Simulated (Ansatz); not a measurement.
## Property card for Cd₂Hg₃Te₅

Computed with DFT PBE, scalar-relativistic, plane waves, PAW (Ansatz 0.2.0).

Settings: cutoff 420 eV, Γ-centred mesh 12×12×12 on the computed 10-atom cell, Gaussian smearing of 0.10 eV; no spin polarisation.

The structure is relaxed at this level of theory with its symmetry kept, and needn't be the ground state of this composition.

```
Cd Hg Te
1.0
    -2.16497    2.16497   15.45595
     2.16497   -2.16497   15.45595
     2.16497    2.16497  -15.45595
Cd Hg Te
2 3 5
Direct
  0.40035 0.40035 0.00000
  0.59965 0.59965 0.00000
  0.80127 0.80127 0.00000
  0.00000 0.00000 0.00000
  0.19873 0.19873 0.00000
  0.90350 0.90350 0.00000
  0.50000 0.50000 0.00000
  0.09650 0.09650 0.00000
  0.69699 0.69699 0.00000
  0.30301 0.30301 0.00000
```

```json
{
 "Space group": "I4/mmm (No. 139)",
 "Volume per atom": "28.98 Å³",
 "Formation energy from the elements' standard states (uncorrected)": "-0.128 eV/atom",
 "Kohn–Sham band gap": "none (metal)",
 "Density of states at the Fermi level": "5.6 states/eV per cell",
 "Orbital (Löwdin) character within 0.5 eV of the Fermi level": "Te 5p 80 %, unprojected 5 %",
 "Bader charge by site (e)": "Cd (2 in the cell) 0.54, Hg (2 in the cell) 0.10, Hg (1 in the cell) 0.10, Te (2 in the cell) -0.40, Te (1 in the cell) -0.25, Te (2 in the cell) -0.18"
}
```

Spin-orbit coupling is left out, which matters for the bands of heavy elements.

The cell was found from a structure generator's guess, not taken from experiment. Löwdin shares on free-atom orbitals overweight diffuse shells.
